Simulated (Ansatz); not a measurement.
## Sn: one input, then a changed one

The cell is COD entry 1540069, as deposited and not checked against the literature; nothing was relaxed. The listed cell was then made from it by scaling, straining or moving an atom.

First run: DFT, PBE, all-electron LAPW, scalar-relativistic (Ansatz 0.2.0).

Command: `ansatz run input.yaml --threads 1 --pin off --max-ram 2048MiB --backend cpu --events-out ev --progress --plain --runs-dir out` The run took 16 s on 1 thread of Intel(R) Xeon(R) 6975P-C (Granite Rapids), with other jobs on the host, peak memory 0.56 GiB.

```yaml
crystal:
  lattice:
    - [-1.5789519386, 1.5789519386, 2.95938475]
    - [1.5789519386, -1.5789519386, 2.95938475]
    - [1.5789519386, 1.5789519386, -2.95938475]
  atoms:
    - { symbol: Sn, position: [0.0, 0.0, 0.0] }
kpoints:
  mp_grid: { grid: [18, 18, 18] }
scf:
  occupations: { method: fermi_dirac, width: 0.03 }
hamiltonian:
  xc: pbe
  pseudopotentials: { kind: all_electron, lapw: { basis_error: 0.001 } }
output:
  forces: true
  stress: true
  eigenvalues: true
```

Result: converged; pressure -1.45 GPa; no gap on the k mesh; 7 SCF iterations.

Spin–orbit coupling is left out, though it moves levels of the heavy atoms by tenths of an eV or more.

The input is then changed:

```diff
@@ -7,7 +7,7 @@
     - { symbol: Sn, position: [0.0, 0.0, 0.0] }
 kpoints:
-  mp_grid: { grid: [18, 18, 18] }
+  mp_grid: { grid: [14, 14, 14] }
 scf:
-  occupations: { method: fermi_dirac, width: 0.03 }
+  occupations: { method: gaussian, width: 0.1 }
 hamiltonian:
   xc: pbe
```

Task: Predict the outcome of the changed run.

Result: It converged; energy at zero smearing -2.8 meV/atom from the first run; pressure -1.47 GPa; no gap on the k mesh; 7 SCF iterations. Some of these settings are too coarse for converged properties.
